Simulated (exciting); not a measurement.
**Al2Cu: optical spectrum with LDA**

Al2Cu:

```
Cu Al
1.0
     4.10518    0.00000    0.00000
     0.00000    4.10518    0.00000
     0.00000    0.00000    2.89131
Cu Al
1 2
Direct
  0.00000 0.00000 0.00000
  0.00000 0.50000 0.50000
  0.50000 0.00000 0.50000
```

The cell comes from a database or a generator and needn't be the stable form of this composition.

```
Program                                  : exciting (release sodium)
Task                                     : optical spectrum
Functional                               : LDA
Potentials or basis                      : all-electron LAPW+lo, shipped species files, valence relativity iora*
rgkmax                                   : 8
k mesh                                   : 3 × 3 × 5, shifted
Occupations                              : gaussian, width 0.05 eV
Spin                                     : no spin polarisation
outputlevel                              : normal
Top of the spectrum (Ha)                 : 0.5 Ha
Broadening (Ha)                          : 0.007 Ha
Scissor shift (eV)                       : 1 eV
gmaxvr (cutoff of density and potential) : 14 1/bohr
lmaxapw (and lmaxmat)                    : 10
lmaxvr                                   : 8
nempty                                   : 38
Valence relativity                       : iora*
epsengy                                  : 1e-05 Ha
epspot                                   : 1e-05 Ha
maxscl                                   : 60
Muffin-tin radii                         : Cu 2.0, Al 2.0 bohr
```

```yaml
All_electrons_inside_the_program's_atomic_spheres: Cu 27.44; Al 10.88 (radii Cu 2.0, Al 2.0 bohr)
```

Levels at points of the mesh, in eV from the Fermi level:
| k point | band 14 | band 15 | band 16 | band 17 | band 18 | band 19 | band 20 | band 21 | band 22 | band 23 |
| --- | --- | --- | --- | --- | --- | --- | --- | --- | --- | --- |
| (0.50, 0.50, 0.50) | -3.72 | -3.32 | -2.10 | -2.10 | -0.79 | -0.76 | 0.02 | 0.02 | 2.63 | 11.56 |

Dielectric function (mean over the directions given):
```csv
energy (eV),real part,imaginary part
0.27,14.96,0.28
0.61,15.81,0.74
0.95,17.66,1.56
1.29,21.46,3.70
1.63,28.26,13.66
1.97,10.50,30.31
2.31,9.73,23.84
2.65,-13.94,17.96
2.99,-5.64,8.10
3.33,-5.43,4.85
3.67,-1.18,4.51
4.01,-2.73,3.86
4.35,-1.67,4.09
4.69,-1.29,1.73
5.03,0.57,1.73
5.37,1.23,2.51
5.71,1.37,3.28
6.05,1.03,3.93
6.39,0.09,3.19
6.73,1.63,3.51
7.08,-0.30,5.16
7.42,-1.81,4.18
7.76,-2.00,2.63
8.10,-1.29,1.52
8.44,-0.65,1.86
8.78,-1.01,1.59
9.12,-0.62,1.22
9.46,-0.32,1.34
9.80,-0.53,1.15
10.14,-0.14,1.06
10.48,-0.13,1.03
10.82,-0.07,1.32
11.16,-0.29,0.99
11.50,-0.18,0.96
11.84,-0.14,0.86
12.18,-0.25,0.77
12.52,-0.09,0.59
12.86,0.00,0.52
13.20,0.12,0.51
13.54,0.17,0.50
```

Run time: 35 s on 1 thread of Intel(R) Xeon(R) 6975P-C (Granite Rapids) (shared host), peak memory 0.35 GiB.

Caveat: the k mesh is coarse (spacing up to 0.51 Å⁻¹), so the values aren't converged; the intraband (Drude) term of the metal is left out; the scissor shift is a trial value, not fitted to this crystal; spectra need much finer meshes, so this one isn't converged; independent-particle spectra lack excitons.
